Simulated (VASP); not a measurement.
## CrI3: band structure with PBE+D3(BJ)

CrI3:

```xyz
8
Lattice="3.4083 1.9678 6.4960 -3.4083 1.9678 6.4960 0.0000 -3.9356 6.4960" Properties=species:S:1:pos:R:3 pbc="T T T"
Cr    0.0000    0.0000    3.2383
Cr    0.0000    0.0000   16.2496
I     2.3771   -0.0088    8.1899
I    -1.1810    2.0630    8.1899
I    -1.1961   -2.0543    8.1899
I     1.1810   -2.0630   11.2980
I     1.1961    2.0543   11.2980
I    -2.3771    0.0088   11.2980
```

The cell was built by a generator and needn't be a form met in nature.

* Program: VASP 6.6.1
* Task: band structure
* Functional: PBE
* Dispersion: D3(BJ)
* Potentials or basis: VASP PAW PBE potentials, release 64 (Cr_pv, I)
* Cutoff: 520 eV
* k mesh: 6 × 6 × 5
* Occupations: gaussian, width 0.03 eV
* Spin: collinear spin, ferromagnetic start
* Starting moments: [3.0, 3.0, 0.0, 0.0, 0.0, 0.0, 0.0, 0.0] μB
* Further INCAR settings: ALGO = Normal; EDIFF = 1e-06; NBANDS = 47; AMIX = 0.2; BMIX = 0.0001

| Property | Result |
| --- | --- |
| Pressure | 0.0 GPa |
| Largest force | 0.005 eV/Å |
| Band gap on the k mesh | 1.08 eV, indirect (least direct gap 1.16 eV) |
| Band gap along the path | 1.08 eV, indirect (least direct gap 1.17 eV) |
| Net moment | 6.00 μB per cell |
| Site moments | Cr +2.98; I -0.06 μB |
| Valence electrons inside the program's atomic spheres | Cr 10.53; I 4.31 |
| Dispersion energy per atom | -0.375 eV |

Forces in eV/Å, atoms in the order of the input:
```
Cr   0.000  0.000 -0.001
Cr   0.000  0.000  0.001
I   -0.001 -0.001 -0.004
I    0.001  0.000 -0.004
I   -0.001  0.001 -0.004
I   -0.001  0.000  0.004
I    0.001 -0.001  0.004
I    0.001  0.001  0.004
```

Levels at the corners of the path, in eV from the valence-band top:
Spin up:
```tsv
point	band 33	band 34	band 35	band 36	band 37	band 38	band 39	band 40
Γ	-0.43	-0.11	-0.03	-0.03	1.37	1.37	1.62	1.62
L	-0.57	-0.51	-0.17	-0.01	1.22	1.35	1.43	1.56
L	-0.57	-0.51	-0.17	-0.01	1.22	1.35	1.43	1.56
B1	-0.52	-0.45	-0.21	-0.09	1.22	1.28	1.53	1.57
B	-0.52	-0.45	-0.21	-0.09	1.22	1.28	1.53	1.57
Z	-0.63	-0.58	-0.16	-0.16	1.08	1.08	1.68	1.68
Z	-0.63	-0.58	-0.16	-0.16	1.08	1.08	1.68	1.68
Γ	-0.43	-0.11	-0.03	-0.03	1.37	1.37	1.62	1.62
Γ	-0.43	-0.11	-0.03	-0.03	1.37	1.37	1.62	1.62
X	-0.48	-0.37	-0.27	-0.08	1.18	1.40	1.49	1.62
Q	-0.48	-0.37	-0.27	-0.08	1.18	1.40	1.49	1.62
F	-0.60	-0.40	-0.23	-0.14	1.13	1.25	1.46	1.55
F	-0.60	-0.40	-0.23	-0.14	1.13	1.25	1.46	1.55
P1	-0.60	-0.54	-0.19	-0.06	1.12	1.32	1.36	1.53
P1	-0.60	-0.54	-0.19	-0.06	1.12	1.32	1.36	1.53
Z	-0.63	-0.58	-0.16	-0.16	1.08	1.08	1.68	1.68
L	-0.57	-0.51	-0.17	-0.01	1.22	1.35	1.43	1.56
P	-0.60	-0.54	-0.19	-0.06	1.12	1.32	1.36	1.53
```
Spin down:
```tsv
point	band 26	band 27	band 28	band 29	band 30	band 31	band 32	band 33	band 34	band 35
Γ	-0.70	-0.70	-0.16	-0.16	-0.16	1.88	1.88	1.92	1.93	2.18
L	-1.21	-1.19	-0.80	-0.75	-0.44	1.66	1.73	2.09	2.19	2.19
L	-1.21	-1.19	-0.80	-0.75	-0.44	1.66	1.73	2.09	2.19	2.19
B1	-1.25	-1.07	-1.02	-0.76	-0.72	1.76	1.80	1.93	2.07	2.23
B	-1.25	-1.07	-1.02	-0.76	-0.72	1.76	1.80	1.93	2.07	2.23
Z	-1.61	-0.91	-0.91	-0.31	-0.31	1.88	1.88	1.91	2.08	2.20
Z	-1.61	-0.91	-0.91	-0.31	-0.31	1.88	1.88	1.91	2.08	2.20
Γ	-0.70	-0.70	-0.16	-0.16	-0.16	1.88	1.88	1.92	1.93	2.18
Γ	-0.70	-0.70	-0.16	-0.16	-0.16	1.88	1.88	1.92	1.93	2.18
X	-1.22	-1.08	-0.95	-0.77	-0.65	1.73	1.82	1.90	2.06	2.23
Q	-1.22	-1.08	-0.95	-0.77	-0.65	1.73	1.82	1.90	2.06	2.23
F	-1.45	-1.35	-0.92	-0.89	-0.46	1.74	1.77	2.01	2.11	2.24
F	-1.45	-1.35	-0.92	-0.89	-0.46	1.74	1.77	2.01	2.11	2.24
P1	-1.41	-1.38	-1.03	-0.85	-0.54	1.72	1.83	2.01	2.16	2.23
P1	-1.41	-1.38	-1.03	-0.85	-0.54	1.72	1.83	2.01	2.16	2.23
Z	-1.61	-0.91	-0.91	-0.31	-0.31	1.88	1.88	1.91	2.08	2.20
L	-1.21	-1.19	-0.80	-0.75	-0.44	1.66	1.73	2.09	2.19	2.19
P	-1.41	-1.38	-1.03	-0.85	-0.54	1.72	1.83	2.01	2.16	2.23
```

Core levels (eV, on the scale of the bands):
```
atom                                                                                                 levels
1 Cr                                                             1s -5873.8, 2s -660.9, 2p -554.4, 3s -67.1
2 Cr                                                             1s -5873.8, 2s -660.9, 2p -554.4, 3s -67.1
 3 I  1s -32966.4, 2s -5084.6, 2p -4562.0, 3s -1018.3, 3p -849.0, 3d -595.8, 4s -170.6, 4p -117.6, 4d -40.4
 4 I  1s -32966.4, 2s -5084.6, 2p -4562.0, 3s -1018.3, 3p -849.0, 3d -595.8, 4s -170.6, 4p -117.6, 4d -40.4
 5 I  1s -32966.4, 2s -5084.6, 2p -4562.0, 3s -1018.3, 3p -849.0, 3d -595.8, 4s -170.6, 4p -117.6, 4d -40.4
 6 I  1s -32966.4, 2s -5084.6, 2p -4562.0, 3s -1018.3, 3p -849.0, 3d -595.8, 4s -170.6, 4p -117.6, 4d -40.4
```

Run time: 15 min on 4 MPI ranks on Intel(R) Xeon(R) 6975P-C (Granite Rapids) (shared host), peak memory 2.4 GiB a rank.

Caveat: spin-orbit coupling is left out, which moves the levels of the heavy elements. PBE gaps usually lie below the measured ones, often by a third to a half.
